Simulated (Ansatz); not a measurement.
A single-point calculation of Li2O built on the antifluorite prototype with Ansatz, at the level PBE. The cell was relaxed with r2SCAN and then strained (isotropic -2.0 % on every length), with the atoms relaxed again with r2SCAN; k points keep the names of the unstrained zone.

The input:
```yaml
crystal:
  lattice:
    - [0.0, 2.2406410909, 2.2406410909]
    - [2.2406410909, 0.0, 2.2406410909]
    - [2.2406410909, 2.2406410909, 0.0]
  atoms:
    - { symbol: O, position: [0.0, 0.0, 0.0] }
    - { symbol: Li, position: [0.25, 0.25, 0.25] }
    - { symbol: Li, position: [0.75, 0.75, 0.75] }
kpoints:
  mp_grid: { grid: [10, 10, 10] }
  band_path:
    path:
      - [0.0, 0.0, 0.0]
      - [0.5, 0.0, 0.5]
      - [0.625, 0.25, 0.625]
      - [0.375, 0.375, 0.75]
      - [0.5, 0.5, 0.5]
      - [0.5, 0.25, 0.75]
      - [-0.020833, -0.010417, -0.010417]
      - [0.0, 0.5, 0.5]
    npoints: 1
hamiltonian:
  xc: pbe
scf:
  occupations: { method: fermi_dirac, width: 0.02 }
  n_extra_bands: 4
output:
  forces: true
  stress: true
  eigenvalues: true
```

Command: `ansatz run input.yaml --threads 2 --pin off --max-ram 2211MiB --backend cpu --events-out ev --progress --plain --runs-dir out`.

Main lines of the log:
```
Pseudopotential: O, paw, valence charge 6, recommended cutoff 420 eV (normal)
Pseudopotential: Li, paw, valence charge 3, recommended cutoff 420 eV (normal)
Functional definition: PBE
Crystal: 3 atoms, lattice volume = 22.498 Å³
Basis set: ecut = 420 eV, 459 PW (Γ)
Bands: 10, of which v1, the nominal top of the filled ones, is band 6 counted from 1 (5 counted from 0)
Symmetry: 48 space group operations
Space group: Fm-3m (ITA 225)
k-points: 47 of 1000
preconditioner: auto → none  [insulator: Δε(μ)=5.157 eV  σ=0.020 eV  ℏωp=22.1 eV]
SCF converged after 6 iterations
Free energy (F): -979.803461 eV
Fermi energy:    6.178777 eV
--- Stress (GPa, compression-positive) ---
        9.100741       0.000000       0.000000
        0.000000       9.100741       0.000000
        0.000000       0.000000       9.100741
  P = ⅓ Tr σ = 9.1007 GPa (91.007 kbar)
```

bands.tsv, columns around the gap (it counts bands from 0):
```tsv
# k_distance	band_1	band_2	band_3	band_4	band_5	band_6	band_7	band_8	band_9
# fermi_ev = 6.178777
# [0, 0, 0] at k_distance = 0.000000
# [0.5, 0, 0.5] at k_distance = 1.402095
# [0.625, 0.25, 0.625] at k_distance = 1.897811
# [0.375, 0.375, 0.75] at k_distance = 2.756416
# [0.5, 0.5, 0.5] at k_distance = 3.615020
# [0.5, 0.25, 0.75] at k_distance = 4.606451
# [-0.020833, -0.010417, -0.010417] at k_distance = 6.200490
# [0, 0.5, 0.5] at k_distance = 7.603195
# levels_relative_to = fermi_ev
0.000	-44.943	-18.180	-2.589	-2.589	-2.589	3.378	9.884	9.884	9.884
1.402	-45.064	-17.914	-4.259	-4.131	-4.131	2.579	11.839	11.839	13.374
1.898	-45.107	-17.905	-4.808	-4.190	-3.802	4.280	9.905	11.516	12.889
2.756	-45.107	-17.905	-4.808	-4.190	-3.802	4.280	9.905	11.516	12.889
3.615	-45.142	-17.951	-5.582	-3.086	-3.086	7.242	8.167	10.001	10.001
4.606	-45.136	-17.897	-4.627	-4.188	-4.188	4.935	8.555	12.605	12.605
6.200	-44.943	-18.179	-2.598	-2.592	-2.589	3.386	9.887	9.888	9.891
7.603	-45.064	-17.914	-4.259	-4.131	-4.131	2.579	11.839	11.839	13.374
```
In order the rows are Γ, X, U, K, L, W, Γ–K (0.03), X.

With PBE the valence top lies at Γ–K (0.03 of the way from Γ) and the conduction bottom at X, 5.17 eV higher; the smallest vertical gap, at Γ, is 5.97 eV. At this geometry PBE finds +9.10 GPa, compression counted positive: its own equilibrium volume is larger.

Calculated for a static, non-magnetic cell.
